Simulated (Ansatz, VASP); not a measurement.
## Two plane-wave programs on Sr

```
Sr
1.0
     4.18313    0.00000    0.00000
    -2.09156    3.62270    0.00000
     0.00000    0.00000   25.24653
Sr
4
Direct
  0.66667 0.33333 0.30136
  0.33333 0.66667 0.43297
  0.00000 0.00000 0.56703
  0.66667 0.33333 0.69864
```

Alike in both runs: functional PBEsol; k mesh 9 × 9 × 1; occupations gaussian, width 0.1 eV; no spin polarisation.

Ansatz relaxed the structure, and its values are those at the end. VASP's run is a single point on that final structure, the one shown.

|  | VASP | Ansatz |
| --- | --- | --- |
| version | VASP 6.6.1 | Ansatz 0.2.0 |
| potentials or method | VASP PAW PBE potentials, release 64 (Sr_sv) | scalar-relativistic, plane waves, PAW |
| plane-wave cutoff (eV) | 520 | 420 |
| valence electrons in the cell | 40 | 40 |

```csv
,VASP,Ansatz,Ansatz less VASP
gap on the k mesh at the Fermi level (eV),none,none,-
rms of the force components (eV/Å),0.005,0.005,+0.0003
"work function, face that differs most (eV)",2.58,2.58,+0.006
```

A gap of «none» marks a metal or a gap that the smearing closes. Ansatz warned: «vacuum_density_over_bound».

Caveats: the PAW data sets were made with another functional, which shifts forces and pressure a little (VASP).
